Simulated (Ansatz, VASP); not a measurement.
# Tl in VASP and in Ansatz

```
Tl
1.0
     3.25160    0.00000    0.00000
     0.00000    3.25160    0.00000
     0.00000    0.00000    3.25160
Tl
1
Cartesian
  0.0000 0.0000 0.0000
```

Alike in both runs: functional PBE; k mesh 12 × 12 × 12; occupations fermi-dirac, width 0.08 eV; no spin polarisation.

Ansatz relaxed the structure, and its values are those at the end. VASP's run is a single point on that final structure, the one shown.

|  | VASP | Ansatz |
| --- | --- | --- |
| version | VASP 6.6.1 | Ansatz 0.2.0 |
| potentials or method | VASP PAW PBE potentials, release 64 (Tl_d) | PAW with Ansatz's default frozen-core files, scalar-relativistic |
| plane-wave cutoff (eV) | 520 | 420 |
| valence electrons in the cell | 13 | 13 |

Ansatz gave:

```
pressure (GPa) : 0.0
```

Q: Estimate VASP's values.

A: Pressure (GPa): -0.1.

With one functional, cell and mesh, what is left measures potentials, basis and numerics.

Spin-orbit coupling is left out, which matters for the levels of Tl.
